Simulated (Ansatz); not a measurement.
# ZnS (F-43m) in Ansatz: notebook

Runs on ZnS. Level: rPW86-PBE+rVV10. Tasks: elastic constants.

All numbers are computed with Ansatz 0.2.0; they aren't measurements. Logs are shortened: lines on timing, memory, paths and dates and some standing lists are left out, and cuts for length are marked.

**Experimental background.**

From “Electronic, vibrational, and thermodynamic properties of ZnS (zincblende and rocksalt structure)”, 2009, arxiv:0911.5022, for a bulk crystal of ZnS at 19 K: band gap 3.85 eV (direct).

The results are compared with them further down.

## Step 1: Starting point

Symmetry: F-43m, No. 216, cubic system. The conventional cell has a = 5.404 Å, b = 5.404 Å, c = 5.404 Å, α = 90.00°, β = 90.00°, γ = 90.00°. Zn (site symmetry -43m) is surrounded by 4 S at 2.34 Å. Around S (site symmetry -43m) lie 4 Zn at 2.34 Å.

## Step 2: Elastic constants, rPW86-PBE+rVV10

File run.py:

```python
import json

import ase.io
import numpy as np

import ansatz as az

atoms = ase.io.read("POSCAR", format="vasp")

calculation = (
    az.Crystal.from_ase(atoms)
    .calculation()
    .kpoints(6, 6, 6)
    .functional(exchange="rpw86", correlation="pbe", dispersion="rvv10")
    .pseudopotentials(kind="paw")
    .occupations(method="fixed")
    .elastic(mode="relaxed_ion", stencil="two_point")
    .forces()
    .stress()
)
outcome = calculation.run(threads=2, events_out="events.jsonl")

report = outcome.report
for line in open("events.jsonl"):
    event = json.loads(line)
    if event["event"] == "scf_iter":
        d = event["data"]
        print(f"SCF {d['iter']:3d}  HF = {d['harris_foulkes_ev']:.6f} eV  dr2 = {d['dr2_ev']:.2e} eV")
    elif event["event"] in ("relax_step", "md_step"):
        d = event["data"]
        print(f"{event['event']} {d['step']:3d}  E = {d['lagrangian_ev']:.6f} eV")
np.set_printoptions(precision=5, suppress=True, linewidth=110)
print("converged:", report["converged"], "after", report["n_iterations"], "iterations")
print(f"free energy {report['free_energy_ev']:.6f} eV, Fermi level {report['fermi_energy_ev']:.4f} eV")
for key in ("band_edges_ev", "magnetization_mub", "site_moments_mub", "site_moments_nc_mub", "forces_ev_ang",
                "stress_gpa"):
    if report.get(key) is not None:
        print(key, np.array(report[key]), sep="\n")
```

File POSCAR:

```
ZnS
1.0
    0.0000000000      2.7020000000      2.7020000000
    2.7020000000      0.0000000000      2.7020000000
    2.7020000000      2.7020000000      0.0000000000
Zn S
1 1
Direct
    0.7500000000      0.7500000000      0.7500000000
    0.0000000000      0.0000000000      0.0000000000
```

Potentials or basis: Ansatz PAW.

Started as:

```bash
$ python run.py
```

Standard output:

```text
DeckWarning: basis.ecutwfc = 420 eV, auto-derived from the records' recommended cutoffs: set by Zn (normal level)
PlacementWarning: RAYON_NUM_THREADS=2 ignored (pool sized by the plan → 2); use plan(threads=…)
SCF   1  HF = -4262.137902 eV  dr2 = 2.22e-02 eV
SCF   2  HF = -4262.131449 eV  dr2 = 1.11e-02 eV
SCF   3  HF = -4262.125997 eV  dr2 = 3.21e-04 eV
SCF   4  HF = -4262.125976 eV  dr2 = 6.00e-06 eV
SCF   5  HF = -4262.125976 eV  dr2 = 2.92e-07 eV
SCF   6  HF = -4262.125977 eV  dr2 = 1.52e-08 eV
SCF   7  HF = -4262.125977 eV  dr2 = 4.51e-10 eV
SCF   8  HF = -4262.125977 eV  dr2 = 1.26e-11 eV
SCF   9  HF = -4262.125977 eV  dr2 = 9.51e-14 eV
SCF   1  HF = -4262.124915 eV  dr2 = 6.78e-06 eV
[... 48 further cycles ...]
SCF   1  HF = -4262.125977 eV  dr2 = 1.92e-06 eV
SCF   2  HF = -4262.125977 eV  dr2 = 2.31e-07 eV
SCF   3  HF = -4262.125977 eV  dr2 = 1.06e-08 eV
SCF   4  HF = -4262.125977 eV  dr2 = 4.12e-10 eV
SCF   5  HF = -4262.125977 eV  dr2 = 1.01e-10 eV
SCF   6  HF = -4262.125977 eV  dr2 = 1.96e-11 eV
SCF   7  HF = -4262.125977 eV  dr2 = 1.01e-12 eV
SCF   8  HF = -4262.125977 eV  dr2 = 1.04e-14 eV
relax_step   2  E = -4262.125977 eV
SCF   1  HF = -4262.125977 eV  dr2 = 1.04e-14 eV
SCF   2  HF = -4262.125977 eV  dr2 = 4.10e-15 eV
converged: True after 9 iterations
free energy -4262.125977 eV, Fermi level 5.7924 eV
band_edges_ev
[5.79238 7.68468]
magnetization_mub
0.0
forces_ev_ang
[[ 0. -0. -0.]
 [-0.  0. -0.]]
stress_gpa
[[ 2.07601  0.      -0.     ]
 [ 0.       2.07601  0.     ]
 [-0.       0.       2.07601]]
```

elastic.tsv:

```text
# convention: tension-positive GPa; Voigt order 11 22 33 23 13 12; engineering shear strains; stresses and constants hold the Pulay correction, whose part of sigma0, of c and of each member's stress the lines and columns named pulay_correction_..._gpa give (of c_energy it is that of c and, on the columns of strains 1 to 3, that of sigma0; of a layer's constants it is that of c in the plane, times a tenth of its plane spacing in ang); where a line pulay_correction_withheld stands none holds it
# sigma0_gpa = -2.0760131737e0 -2.0760131737e0 -2.0760131737e0 -1.1117333679e-15 3.7057778929e-16 -9.2644447322e-17
# pulay_correction_sigma0_gpa = -5.2390672777e-2 -5.2390672777e-2 -5.2390672777e-2 2.6859199510e-20 4.9477472782e-21 7.0682103975e-22
# c_energy_asymmetry_gpa = 1.4210854715e-14
# group_order = 24
# error_gain_componentwise = 1.0000000000e0	error_gain_spectral = 1.7320508076e0
# k_voigt_gpa = 7.9937885557e1	k_reuss_gpa = 7.9937885557e1	k_hill_gpa = 7.9937885557e1
# g_voigt_gpa = 3.5430146676e1	g_reuss_gpa = 2.9623792809e1	g_hill_gpa = 3.2526969743e1
# youngs_gpa = 8.5926345149e1	poisson = 3.2084768161e-1
# min_eigenvalue_gpa = 3.8510835614e1	stable = true
# k	c_k1_gpa	c_k2_gpa	c_k3_gpa	c_k4_gpa	c_k5_gpa	c_k6_gpa	c_energy_k1_gpa	c_energy_k2_gpa	c_energy_k3_gpa	c_energy_k4_gpa	c_energy_k5_gpa	c_energy_k6_gpa	pulay_correction_c_k1_gpa	pulay_correction_c_k2_gpa	pulay_correction_c_k3_gpa	pulay_correction_c_k4_gpa	pulay_correction_c_k5_gpa	pulay_correction_c_k6_gpa
1	1.0561177597e2	6.7100940353e1	6.7100940353e1	7.9409338805e-23	-1.3234889801e-23	-1.3234889801e-23	1.0353576279e2	6.5024927179e1	6.5024927179e1	7.9409338805e-23	-1.3234889801e-23	-1.3234889801e-23	4.0789500732e-1	3.3042923998e-1	3.3042923998e-1	9.2644228606e-23	-6.6174449004e-24	-6.6174449004e-24
2	6.7100940353e1	1.0561177597e2	6.7100940353e1	3.0440246542e-22	2.6469779602e-23	-1.3234889801e-23	6.5024927179e1	1.0353576279e2	6.5024927179e1	3.0440246542e-22	2.6469779602e-23	-1.3234889801e-23	3.3042923998e-1	4.0789500732e-1	3.3042923998e-1	9.2644228606e-23	-6.6174449004e-24	6.6174449004e-24
3	6.7100940353e1	6.7100940353e1	1.0561177597e2	2.7793268582e-22	-1.3234889801e-23	2.6469779602e-23	6.5024927179e1	6.5024927179e1	1.0353576279e2	2.7793268582e-22	-1.3234889801e-23	2.6469779602e-23	3.3042923998e-1	3.3042923998e-1	4.0789500732e-1	9.2644228606e-23	6.6174449004e-24	-6.6174449004e-24
4	2.8025969286e-45	-2.0726804532e-76	-2.0726804532e-76	4.6213299256e1	3.7865323451e-29	-8.2041534143e-29	-1.1117333679e-15	-1.1117333679e-15	-1.1117333679e-15	4.6213299256e1	3.7865323451e-29	-8.2041534143e-29	-3.9722305103e-34	2.9376912713e-65	2.9376912713e-65	2.0162823278e-1	1.2325951644e-32	-1.1093356480e-31
5	-8.9338497516e-29	-8.9512398754e-29	8.9329701562e-31	-3.7865323451e-29	4.6213299256e1	4.3785275238e-22	3.7057778929e-16	3.7057778929e-16	3.7057778929e-16	-3.7865323451e-29	4.6213299256e1	4.3785275238e-22	-1.1401505271e-31	-1.1474546427e-31	4.4396289755e-33	-1.2325951644e-32	2.0162823278e-1	8.3746145834e-23
6	3.5536905475e-29	-3.6325766390e-29	5.6051938573e-45	-2.5243548967e-29	4.3785278996e-22	4.6213299256e1	-9.2644447322e-17	-9.2644447322e-17	-9.2644447322e-17	-2.5243548967e-29	4.3785278996e-22	4.6213299256e1	3.6864140629e-32	-3.6864142177e-32	5.4738221263e-48	-2.4651903288e-32	8.3746145216e-23	2.0162823278e-1
```

elastic_members.tsv:

```text
# convention: tension-positive GPa; Voigt order 11 22 33 23 13 12; engineering shear strains; stresses and constants hold the Pulay correction, whose part of sigma0, of c and of each member's stress the lines and columns named pulay_correction_..._gpa give (of c_energy it is that of c and, on the columns of strains 1 to 3, that of sigma0; of a layer's constants it is that of c in the plane, times a tenth of its plane spacing in ang); where a line pulay_correction_withheld stands none holds it
# voigt is the 0-based strain direction (0↔11, 1↔22, 2↔33, 3↔23, 4↔13, 5↔12); delta the signed engineering strain
# energy_curvature_gpa is the second difference of free_energy_ev + e_count_term_ev + e_deformation_potential (+ cutoff_averaging_correction_ev where that is not nan) about the unstrained cell's value, that of the SCF that the members are differenced about (next line)
# zero_strain_free_energy_ev = -4.2621259766e3	zero_strain_e_count_term_ev = 0.0000000000e0	zero_strain_cutoff_averaging_correction_ev = -2.0371882333e-5	zero_strain_e_deformation_potential = 0.0000000000e0
# voigt	delta	sigma_11_gpa	sigma_22_gpa	sigma_33_gpa	sigma_23_gpa	sigma_13_gpa	sigma_12_gpa	free_energy_ev	energy_sigma0_ev	n_scf	n_hpsi	n_pw	relax_steps	relax_allowed_force_max_ev_ang	e_count_term_ev	pulay_correction_11_gpa	pulay_correction_22_gpa	pulay_correction_33_gpa	pulay_correction_23_gpa	pulay_correction_13_gpa	pulay_correction_12_gpa	cutoff_averaging_correction_ev	e_deformation_potential
# sigma: each member's is its record solve's, with its residual force's correction
# strain voigt = 0 row_gpa = 1.0561177597e2 6.7100940353e1 6.7100940353e1 0.0000000000e0 0.0000000000e0 0.0000000000e0 energy_curvature_gpa = 1.0616560157e2
0	-2.0000000000e-3	-2.2869855691e0	-2.2105683075e0	-2.2105683075e0	-1.5823559578e-15	1.2268958189e-15	-1.9317019595e-15	-4.2621249114e3	-4.2621249114e3	8	7795	785	0	1.8041124150e-16	0.0000000000e0	-5.2298167006e-2	-5.2436008876e-2	-5.2436008876e-2	1.1662547156e-20	2.8785286844e-18	1.4461558473e-18	-1.0753690516e-5	0.0000000000e0
0	2.0000000000e-3	-1.8645384652e0	-1.9421645461e0	-1.9421645461e0	-1.5823559578e-15	1.2268958189e-15	-1.9317019595e-15	-4.2621269756e3	-4.2621269756e3	6	6637	785	0	1.8041124150e-16	0.0000000000e0	-5.0666586977e-2	-5.1114291916e-2	-5.1114291916e-2	8.4818524770e-21	2.8106738646e-18	1.4249512161e-18	8.4406289270e-6	0.0000000000e0
# strain voigt = 3 row_gpa = 1.5739550774e-6 7.9591677693e-7 7.9591655489e-7 4.6213299256e1 3.2111926111e-13 8.0625601134e-13 energy_curvature_gpa = 4.8061458326e1
3	-2.0000000000e-3	-2.0753531867e0	-2.0752700988e0	-2.0752700988e0	-9.2426592861e-2	-4.4070423288e-16	-1.4040620162e-15	-4.2621259767e3	-4.2621259767e3	2	5879	785	3	3.1115932297e-7	0.0000000000e0	-5.1657591102e-2	-5.1426927986e-2	-5.1426927986e-2	-4.0325708522e-4	-1.3189280602e-18	-4.1171773361e-18	3.3912143160e-6	0.0000000000e0
3	2.0000000000e-3	-2.0753531804e0	-2.0752700956e0	-2.0752700956e0	9.2426604163e-2	8.4377281157e-16	1.8209620292e-15	-4.2621259767e3	-4.2621259767e3	2	5854	785	2	1.5537081817e-7	0.0000000000e0	-5.1657590097e-2	-5.1426926979e-2	-5.1426926979e-2	4.0325584592e-4	-3.0481657339e-21	1.6963704954e-20	3.3912146158e-6	0.0000000000e0
```

It took 17 s on 2 threads of Arm Neoverse V1, shared host; peak memory 0.55 GiB.

What came out:

```
Free energy                     : -4262.1260 eV
Pressure                        : 2.1 GPa
Band gap on the k mesh          : 1.89 eV, direct
Elastic constants C11, C12, C44 : 106, 67, 46 GPa
Voigt bulk modulus              : 80 GPa
```

Levels at points of the mesh, in eV from the valence-band top:
```csv
k point,band 7,band 8,band 9,band 10,band 11,band 12
"(0.00, 0.00, 0.00)",0.00,0.00,0.00,1.89,6.33,6.33
"(0.00, 0.00, -0.50)",-5.33,-0.87,-0.87,3.16,6.86,6.86
"(0.00, -0.50, -0.50)",-4.59,-2.23,-2.23,3.27,3.96,10.74
```

Elastic tensor in Voigt notation (GPa, in the Cartesian axes of the cell as first typed):
```
106  67  67   0   0   0
 67 106  67   0   0   0
 67  67 106   0   0   0
  0   0   0  46   0   0
  0   0   0   0  46   0
  0   0   0   0   0  46
```

Caveat: the potentials were made for another functional, which shifts forces and pressure.

[end of part 1 of 2]
